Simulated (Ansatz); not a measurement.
I need a ranking of structure types by relaxed energy of Ta on several prototypes. Use the Python package of Ansatz (0.2.0). Settings (first run): PBE, PAW, cutoff 500 eV, Gaussian smearing of 0.05 eV.

Script `ta_prototypes.py`:
```python
"""Ta on common prototypes, each relaxed."""

import warnings

import ansatz as az
import numpy as np
import spglib
from tabulate import tabulate


def diamond(first, a):
    return (
        az.Lattice.fcc(a)
        .space_group(227, origin_choice=1)
        .atom(first, (0, 0, 0))
        .primitive()
    )


def bcc(a_site, a):
    return az.Crystal.bcc(a_site, a=a)


def fcc(A, a):
    return (
        az.Lattice.fcc(a)
        .space_group(225)
        .atom(A, (0, 0, 0))
        .primitive()
    )


def hcp(a_site, a):
    return (
        az.Lattice.from_parameters(a, a, 1.633 * a, alpha=90, beta=90, gamma=120)
        .space_group(194)
        .atom(a_site, (1 / 3, 2 / 3, 0.25))
    )


def sc(a_site, a):
    return (
        az.Lattice.cubic(a)
        .space_group(221)
        .atom(a_site, (0, 0, 0))
    )


def compute(name, crystal):
    calc = crystal.calculation()
    calc = calc.functional("pbe")
    calc = calc.basis(500)
    calc = calc.kpoints(spacing=0.27).occupations("gaussian", width=0.05)
    calc = calc.stress()
    calc = calc.band_table()
    calc = calc.relax(force_tolerance=0.03, cell=True)
    return calc.run(threads=1)

def relaxed_twice(name, crystal):
    # the second pass draws mesh and plane waves anew for the relaxed cell
    first = compute(name, crystal)
    again = az.Crystal(lattice=az.Lattice.of(first.lattice.cell_ang))
    for site in first.report["lattice"]["sites"]:
        again = again.atom(site["symbol"], site["position_frac"])
    return compute(name, again)


def space_group(outcome):
    sites = outcome.report["lattice"]["sites"]
    kinds = sorted({site["symbol"] for site in sites})
    cell = (outcome.lattice.cell_ang, [site["position_frac"] for site in sites], [kinds.index(site["symbol"]) for site in sites])
    return spglib.get_spacegroup(cell, symprec=0.01)


def volume_per_atom(outcome):
    return abs(np.linalg.det(outcome.lattice.cell_ang)) / len(outcome.lattice.sites)

# starting lattice constants are rough guesses; the relaxation finds the rest
warnings.simplefilter("ignore", az.DeckWarning)

phases = {}
phases["diamond"] = diamond("Ta", 5.72)
phases["bcc"] = bcc("Ta", 3.3)
phases["fcc"] = fcc("Ta", 4.16)
phases["hcp"] = hcp("Ta", 2.94)
phases["sc"] = sc("Ta", 2.71)

done = {}
for name, crystal in phases.items():
    done[name] = relaxed_twice(name, crystal)
    print(f"{name}: {done[name].report['energy_sigma0_ev']:.4f} eV, {len(done[name].lattice.sites)} atoms")

energy = {name: o.report["energy_sigma0_ev"] / len(o.lattice.sites) for name, o in done.items()}
lowest = min(energy.values())
rows = [(name, len(o.lattice.sites), 1000 * (energy[name] - lowest), space_group(o), volume_per_atom(o)) for name, o in done.items()]
rows.sort(key=lambda row: row[2])
print(tabulate(rows, headers=["phase", "atoms", "dE (meV/atom)", "space group", "V (A^3/atom)"], floatfmt=".4f", tablefmt="github"))
print("lowest in energy:", rows[0][0])
```

```console
$ python ta_prototypes.py
diamond: -19858.7230 eV, 2 atoms
bcc: -9932.2534 eV, 1 atoms
fcc: -9932.0177 eV, 1 atoms
hcp: -19863.9379 eV, 2 atoms
sc: -9931.0784 eV, 1 atoms
| phase   |   atoms |   dE (meV/atom) | space group    |   V (A^3/atom) |
|---------|---------|-----------------|----------------|----------------|
| bcc     |       1 |          0.0000 | Im-3m (229)    |        18.4215 |
| fcc     |       1 |        235.7114 | Fm-3m (225)    |        18.7552 |
| hcp     |       2 |        284.4691 | P6_3/mmc (194) |        18.7501 |
| sc      |       1 |       1174.9965 | Pm-3m (221)    |        20.5317 |
| diamond |       2 |       2891.9191 | Fd-3m (227)    |        28.5184 |
lowest in energy: bcc
```

By space group at the end of each run: Im-3m (+0 meV an atom, 18.4 Å³), Fm-3m (+236 meV an atom, 18.8 Å³), P6_3/mmc (+284 meV an atom, 18.8 Å³), Pm-3m (+1175 meV an atom, 20.5 Å³) and Fd-3m (+2892 meV an atom, 28.5 Å³).

Reading the output:
- Absolute energies stand on the zero of these potentials, so only differences at equal settings mean something.
- Spin-orbit coupling, which matters for elements this heavy, is left out.
- The cells are built on prototypes, so most aren't the phase found in nature. Rows bear the name of their start, and a relaxation keeps or raises the symmetry. Differences under about 40 meV an atom lie within the error of mesh and functional.
- Timing: 65 s on 1 thread of Intel(R) Xeon(R) Platinum 8259CL CPU @ 2.50GHz (Skylake/Cascade Lake), on a shared host, peak memory 0.45 GiB.

(Lines on the test bed's own set-up are left out of the output.)
